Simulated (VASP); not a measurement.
# GaS (P6_3/mmc) in VASP: G0W0 quasiparticle levels with PBE

Aim: the G0W0 quasiparticle levels of GaS with PBE.

Program: VASP 6.6.1. These are calculated values, not measurements. Logs are shortened: lines on timing, memory, paths and dates and some standing lists are left out, and cuts for length are marked.

**The experiment to reproduce.**

From “Vapor-liquid-solid growth of highly-mismatched semiconductor nanowires with high-fidelity van der Waals layer stacking”, 2022, arxiv:2211.03366, for a bulk crystal of GaS at 77 K: band gap 2.59 eV (indirect).

How close the calculation comes is told below.

## 1. Starting point

Symmetry: P6_3/mmc, No. 194, hexagonal system. The conventional cell has a = 3.588 Å, b = 3.588 Å, c = 15.423 Å, α = 90.00°, β = 90.00°, γ = 120.00°. Ga (site symmetry 3m) is surrounded by 3 S at 2.34 Å and 1 Ga at 2.45 Å. S (site symmetry 3m) has 3 Ga at 2.34 Å as nearest neighbours.

## 2. G0W0 quasiparticle levels, PBE

Input file POSCAR:

```
GaS                                     
1.0
    3.5882434149      0.0000000000      0.0000000000
   -1.7941217074      3.1075099523     -0.0000000000
    0.0000000000     -0.0000000000     15.4227830797
  Ga              S             
     4     4
Direct
     0.3333333332999970    0.6666666667000030    0.1706260018430349
     0.6666666667000030    0.3333333332999970    0.6706260018430349
     0.3333333332999970    0.6666666667000030    0.3293739981569652
     0.6666666667000030    0.3333333332999970    0.8293739981569651
     0.3333333332999970    0.6666666667000030    0.5999602088974968
     0.6666666667000030    0.3333333332999970    0.0999602088974968
     0.3333333332999970    0.6666666667000030    0.9000397911025032
     0.6666666667000030    0.3333333332999970    0.4000397911025033
```

Input file INCAR.step1:

```
SYSTEM = GaS
PREC = Accurate
ENCUT = 500
EDIFF = 1E-8
ISMEAR = 0
SIGMA = 0.01
LREAL = .False.
LASPH = .True.
NELM = 80
ALGO = Normal
LWAVE = .True.
LCHARG = .False.
GGA = PE
KPAR = 4
```

Input file INCAR.step2:

```
SYSTEM = GaS
PREC = Accurate
ENCUT = 500
EDIFF = 1E-8
ISMEAR = 0
SIGMA = 0.01
LREAL = .False.
LASPH = .True.
NELM = 1
ALGO = Exact
LWAVE = .True.
LCHARG = .False.
GGA = PE
KPAR = 4
NBANDS = 685
LOPTICS = .True.
ISTART = 1
```

Input file INCAR.step3:

```
SYSTEM = GaS
PREC = Accurate
ENCUT = 500
EDIFF = 1E-8
ISMEAR = 0
SIGMA = 0.01
LREAL = .False.
LASPH = .True.
ALGO = EVGW0
LWAVE = .False.
LCHARG = .False.
GGA = PE
KPAR = 4
NELMGW = 1
NBANDS = 685
ENCUTGW = 150
NOMEGA = 48
PRECFOCK = Fast
ISTART = 1
NBANDSGW = 46
```

Input file KPOINTS:

```
regular mesh
0
Gamma
  6 6 1
  0 0 0
```

Potentials or basis: VASP PAW PBE potentials, release 64 (Ga_d_GW, S_GW).

Run with:

```
$ cat potpaw_PBE.64/Ga_d_GW/POTCAR potpaw_PBE.64/S_GW/POTCAR > POTCAR
$ cp INCAR.step1 INCAR
$ mpirun -np 4 vasp_std > vasp.out
$ cp INCAR.step2 INCAR
$ mpirun -np 4 vasp_std > vasp.out
$ cp INCAR.step3 INCAR
$ mpirun -np 4 vasp_std > vasp.out
```

OUTCAR:

```text
SYSTEM = GaS
   PREC = Accurate
   ENCUT = 500
   EDIFF = 1E-8
   ISMEAR = 0
   LREAL = .False.
   LASPH = .True.
   GGA = PE
   NELMGW = 1
   ENCUTGW = 150
   PRECFOCK = Fast
   ISTART = 1

 ion  position               nearest neighbor table
   1  0.333  0.667  0.171-   6 2.34   6 2.34   6 2.34   3 2.45
   2  0.667  0.333  0.671-   5 2.34   5 2.34   5 2.34   4 2.45
   3  0.333  0.667  0.329-   8 2.34   8 2.34   8 2.34   1 2.45
   4  0.667  0.333  0.829-   7 2.34   7 2.34   7 2.34   2 2.45
   5  0.333  0.667  0.600-   2 2.34   2 2.34   2 2.34
   6  0.667  0.333  0.100-   1 2.34   1 2.34   1 2.34
   7  0.333  0.667  0.900-   4 2.34   4 2.34   4 2.34
   8  0.667  0.333  0.400-   3 2.34   3 2.34   3 2.34

  LATTYP: Found a hexagonal cell.
 ALAT       =     3.5882434149
 C/A-ratio  =     4.2981429341

  Lattice vectors:

 A1 = (   3.5882434149,   0.0000000000,   0.0000000000)
 A2 = (  -1.7941217074,   3.1075099523,   0.0000000000)
 A3 = (   0.0000000000,   0.0000000000,  15.4227830797)

Analysis of symmetry for initial positions (statically):
=====================================================================
 Subroutine PRICEL returns:
 Original cell was already a primitive cell.

 Routine SETGRP: Setting up the symmetry group for a
 hexagonal supercell.

 Subroutine GETGRP returns: Found 24 space group operations
 (whereof 12 operations were pure point group operations)
 out of a pool of 24 trial point group operations.

The static configuration has the point symmetry D_3d.
 The point group associated with its full space group is D_6h.

Analysis of symmetry for dynamics (positions and initial velocities):
=====================================================================
 Subroutine PRICEL returns:
 Original cell was already a primitive cell.

 Routine SETGRP: Setting up the symmetry group for a
 hexagonal supercell.

 Subroutine GETGRP returns: Found 24 space group operations
 (whereof 12 operations were pure point group operations)
 out of a pool of 24 trial point group operations.

The dynamic configuration has the point symmetry D_3d.
 The point group associated with its full space group is D_6h.

 Subroutine INISYM returns: Found 24 space group operations
 (whereof 12 operations are pure point group operations),
 and found     1 'primitive' translations

----------------------------------------------------------------------------------------

                                     Primitive cell

  volume of cell :     171.9718

  direct lattice vectors                    reciprocal lattice vectors
     3.588243415  0.000000000  0.000000000     0.278687894  0.160900531  0.000000000
    -1.794121707  3.107509952  0.000000000     0.000000000  0.321801061  0.000000000
     0.000000000  0.000000000 15.422783080     0.000000000  0.000000000  0.064839141

  length of vectors
     3.588243415  3.588243415 15.422783080     0.321801061  0.321801061  0.064839141

  position of ions in fractional coordinates (direct lattice)
     0.333333333  0.666666667  0.170626002
     0.666666667  0.333333333  0.670626002
     0.333333333  0.666666667  0.329373998
     0.666666667  0.333333333  0.829373998
     0.333333333  0.666666667  0.599960209
     0.666666667  0.333333333  0.099960209
     0.333333333  0.666666667  0.900039791
     0.666666667  0.333333333  0.400039791

  ion indices of the primitive-cell ions
   primitive index   ion index
                 1           1
                 2           2
                 3           3
                 4           4
                 5           5
                 6           6
                 7           7
                 8           8

----------------------------------------------------------------------------------------

 KPOINTS: regular mesh

Automatic generation of k-mesh.
 Grid dimensions read from file:
 generate k-points for:    6    6    1

 Generating k-lattice:

  Cartesian coordinates                     Fractional coordinates (reciprocal lattice)
     0.046447982  0.026816755  0.000000000     0.166666667  0.000000000  0.000000000
     0.000000000  0.053633510  0.000000000     0.000000000  0.166666667  0.000000000
     0.000000000  0.000000000  0.064839141     0.000000000  0.000000000  1.000000000

  Length of vectors
     0.053633510  0.053633510  0.064839141

  Shift w.r.t. Gamma in fractional coordinates (k-lattice)
     0.000000000  0.000000000  0.000000000

 Subroutine IBZKPT returns following result:
 ===========================================

 Found      7 irreducible k-points:

 Following reciprocal coordinates:
            Coordinates               Weight
  0.000000  0.000000  0.000000      1.000000
  0.166667 -0.000000  0.000000      6.000000
  0.333333  0.000000  0.000000      6.000000
  0.500000  0.000000  0.000000      3.000000
  0.166667  0.166667  0.000000      6.000000
  0.333333  0.166667  0.000000     12.000000
  0.333333  0.333333  0.000000      2.000000
   k-points           NKPTS =      7   k-points in BZ     NKDIM =     36   number of bands    NBANDS=    685
   number of dos      NEDOS =    301   number of ions     NIONS =      8
   total plane-waves  NPLWV =  87808
   dimension x,y,z NGX =    28 NGY =   28 NGZ =  112
   dimension x,y,z NGXF=    56 NGYF=   56 NGZF=  224
   ions per type =               4   4
   NGX,Y,Z   is equivalent  to a cutoff of  12.97, 12.97, 12.07 a.u.
   NGXF,Y,Z  is equivalent  to a cutoff of  25.95, 25.95, 24.15 a.u.
 SYSTEM =  GaS
   PREC   = accura    normal or accurate (medium, high low for compatibility)
   ISTART =      1    job   : 0-new  1-cont  2-samecut
   ICHARG =      0    charge: 1-file 2-atom 10-const
   ISPIN  =      1    spin polarized calculation?
   LNONCOLLINEAR =      F non collinear calculations
   LSORBIT =      F    spin-orbit coupling
   LASPH  =      T    aspherical Exc in radial PAW
   ENCUT  =  500.0 eV  36.75 Ry    6.06 a.u.   6.54  6.54 28.12*2*pi/ulx,y,z
   NELM   =     60;   NELMIN=  2; NELMDL=  0     # of ELM steps
   EDIFF  = 0.1E-07   stopping-criterion for ELM
   LREAL  =      F    real-space projection
   EDIFFG = 0.1E-06   stopping-criterion for IOM
   NSW    =      0    number of steps for IOM
   IBRION =     -1    ionic relax: 0-MD 1-quasi-New 2-CG
   NFREE  =      0    steps in history (QN), initial steepest desc. (CG)
   ISIF   =      0    stress and relaxation
   ISYM   =      3    0-nonsym 1-usesym 2-fastsym
   POTIM  = 0.5000    time-step for ionic-motion
   TEBEG  =    0.0;   TEEND  =   0.0 temperature during run
   PSTRESS=    0.0 pullay stress
   NELECT =      76.0000    total number of electrons
   NUPDOWN=      -1.0000    fix difference up-down
   EMIN   =  10.00;   EMAX   =-10.00  energy-range for DOS
   EFERMI =   0.00;   METHOD = LEGACY
   ISMEAR =     0;   SIGMA  =   0.01  broadening in eV -4-tet -1-fermi 0-gaus
   EFERMI_NEDOS =   21; number of points for ismear=-14 and -15
   IALGO  =     38    algorithm
   IMIX   =      4    mixing-type and parameters
     AMIX     =   0.40;   BMIX     =  1.00
     AMIX_MAG =   1.60;   BMIX_MAG =  1.00
  volume/ion in A,a.u.               =      21.50       145.07
  Fermi-wavevector in a.u.,A,eV,Ry     =   1.246982  2.356455 21.156583  1.554965
  Thomas-Fermi vector in A             =   2.381135
   LORBIT       =      0    0 simple, 1 ext, 2 COOP (PROOUT), +10 PAW based schemes
   GGA     = PE    functional components
   LHFCALC =     T    Hartree Fock is set to
   PRECFOCK=fast      Normal, Fast or Accurate (Low or Medium for compatibility)
   ENCUT4O =  -1.0   cutoff for four orbital integrals eV
   NKREDX  =     1    reduce k-point grid by
   NKREDY  =     1    reduce k-point grid by
   NKREDZ  =     1    reduce k-point grid by
   AEXX    =    1.0000 exact exchange contribution
   HFSCREEN=    0.0000 screening length (either q_TF or 0.3 A-1)
   HFSCREENC=   0.0000 screening length for correlation (either q_TF or 0.3 A-1)
   ENCUTFOCK=  -1.0 apply spherical cutoff to Coloumb kernel
   IVDW    =     0    specifies the selected vdW correction
   LEPSILON=     F    determine dielectric tensor
   LRPA    =     F    only Hartree local field effects (RPA)
   LRPAFORCE           =     F    calculate RPA forces
   ENCUTGW             = 150.0    cutoff for response function in eV
   ENCUTGWSOFT         = 120.0    soft cutoff for Coulomb kernel in GW response function in eV
   ENCUTLF             =  -1.0    cutoff for local field effects
   NELMGW              =     1    number of iterations in solving QP/BSE equation
   NELMHF              =     1    number of iterations in the inner HF iteration
   NKREDLFX            =     1    NKREDLFY  =   1   NKREDLFZ  =   1
 non-spin polarized calculation
 Gauss-broadening in eV      SIGMA  =   0.01
  energy-cutoff  :      500.00
  volume of cell :      171.97
 maximum number of plane-waves:      4413
 NGX is ok and might be reduce to    28
  NGX = 16; NGY = 16; NGZ = 70
   NGX = 13   NGY = 13   NGZ = 57
 maximum number of plane-waves:       739

 QP shifts <psi_nk| G(iteration)W_0 |psi_nk>: iteration 1
 for sc-GW calculations column KS-energies equals QP-energies in previous step
 and V_xc(KS)=  KS-energies - (<T + V_ion + V_H > + <T+V_H+V_ion>^1  + <V_x>^1)

 k-point   1 :       0.0000    0.0000    0.0000
  band No.  KS-energies  QP-energies   sigma(KS)   V_xc(KS)     V^pw_x(r,r')   Z            occupation Imag(sigma)

      1     -11.0791     -13.5197     -24.6319     -21.0660     -34.1355       0.6844       2.0000       0.2623
      2     -11.0760     -13.5471     -24.7797     -21.1757     -34.3066       0.6856       2.0000       0.2474
      3     -10.9478     -13.5360     -25.4159     -21.6643     -35.0183       0.6899       2.0000       0.2260
      4     -10.9478     -13.5360     -25.4159     -21.6643     -35.0183       0.6899       2.0000       0.2260
      5     -10.9478     -13.5360     -25.4159     -21.6643     -35.0183       0.6899       2.0000       0.2260
      6     -10.9478     -13.5360     -25.4159     -21.6643     -35.0183       0.6899       2.0000       0.2260
[... 38 lines left out ...]
     45       8.6236       9.0530     -10.2666     -10.8283      -5.7185       0.7645       0.0000      -0.0862
     46       8.6236       9.0530     -10.2666     -10.8283      -5.7185       0.7645       0.0000      -0.0862

 k-point   2 :       0.1667   -0.0000    0.0000
  band No.  KS-energies  QP-energies   sigma(KS)   V_xc(KS)     V^pw_x(r,r')   Z            occupation Imag(sigma)

      1     -11.1125     -13.4256     -24.0636     -20.6653     -33.4922       0.6807       2.0000       0.3319
      2     -11.1037     -13.4717     -24.3273     -20.8591     -33.7932       0.6828       2.0000       0.3038
      3     -11.0172     -13.2842     -23.8775     -20.5436     -33.2436       0.6800       2.0000       0.3509
      4     -11.0026     -13.3355     -24.2129     -20.7925     -33.6253       0.6821       2.0000       0.3171
      5     -10.9993     -13.5594     -25.2205     -21.5134     -34.8114       0.6906       2.0000       0.2241
      6     -10.9948     -13.5598     -25.2471     -21.5353     -34.8402       0.6910       2.0000       0.2232
[... 38 lines left out ...]
     45       8.9288       9.2759     -10.0208     -10.4734      -5.5242       0.7670       0.0000      -0.0982
     46       8.9700       9.3981     -10.3765     -10.9413      -5.7285       0.7579       0.0000      -0.0970

 k-point   3 :       0.3333    0.0000    0.0000
  band No.  KS-energies  QP-energies   sigma(KS)   V_xc(KS)     V^pw_x(r,r')   Z            occupation Imag(sigma)

      1     -11.1950     -13.4439     -23.8208     -20.5020     -33.2407       0.6776       2.0000       0.3630
      2     -11.1860     -13.4640     -23.9611     -20.6057     -33.3982       0.6789       2.0000       0.3477
      3     -11.1214     -13.3589     -23.7823     -20.4854     -33.1673       0.6786       2.0000       0.3580
      4     -11.1108     -13.3792     -23.9352     -20.5987     -33.3384       0.6799       2.0000       0.3415
      5     -11.0048     -13.5837     -25.3464     -21.6042     -34.9598       0.6891       2.0000       0.2026
      6     -11.0048     -13.5837     -25.3464     -21.6042     -34.9598       0.6891       2.0000       0.2026
[... 188 lines left out ...]
     45       8.7293       9.0167      -9.9106     -10.2860      -5.4555       0.7655       0.0000      -0.1003
     46       8.7965       9.0751      -9.8308     -10.1953      -5.3632       0.7642       0.0000      -0.1030

 k-point   7 :       0.3333    0.3333    0.0000
  band No.  KS-energies  QP-energies   sigma(KS)   V_xc(KS)     V^pw_x(r,r')   Z            occupation Imag(sigma)

      1     -11.2211     -13.4658     -23.8898     -20.5681     -33.3358       0.6758       2.0000       0.3567
      2     -11.2211     -13.4658     -23.8898     -20.5681     -33.3358       0.6758       2.0000       0.3567
      3     -11.1563     -13.3949     -23.8701     -20.5618     -33.2839       0.6767       2.0000       0.3487
      4     -11.1563     -13.3949     -23.8701     -20.5618     -33.2839       0.6767       2.0000       0.3487
      5     -10.9987     -13.5995     -25.3786     -21.6305     -34.9982       0.6939       2.0000       0.1994
      6     -10.9987     -13.5995     -25.3786     -21.6305     -34.9982       0.6939       2.0000       0.1994
[... 38 lines left out ...]
     45       8.3500       8.5397      -8.8183      -9.0639      -4.4894       0.7722       0.0000      -0.0961
     46       9.6270       9.9579     -10.0844     -10.5252      -5.2511       0.7508       0.0000      -0.1484
```

Wall time 28 min (4 MPI ranks of Intel Xeon 6975P-C (Granite Rapids), shared host); peak memory 3.8 GiB.

Results:

```yaml
Band_gap_on_the_k_mesh_mean-field_level: 1.54 eV, indirect (least direct gap 1.65 eV)
Quasiparticle_gap: 2.39 eV
Least_direct_quasiparticle_gap: 2.81 eV
```

Caveat: bands, screening cutoff and mesh are small and nothing is extrapolated, so the quasiparticle values aren't converged; an odd mesh through Γ misses points on the zone boundary, where band edges often lie.

## 3. Comparison with measurements

Step 2. Measured gap of GaS: 2.59 eV (indirect; 77 K; quoted in “Vapor-liquid-solid growth of highly-mismatched semiconductor nanowires with high-fidelity van der Waals layer stacking”, 2022, arxiv:2211.03366). This calculation gives 2.39 eV (-0.20 eV). 2 values of this kind are on record (2.53 to 2.59 eV); this one was drawn at random. Spin-orbit coupling on Ga is left out. The value is that of G0W0 on PBE, without temperature or zero-point motion.
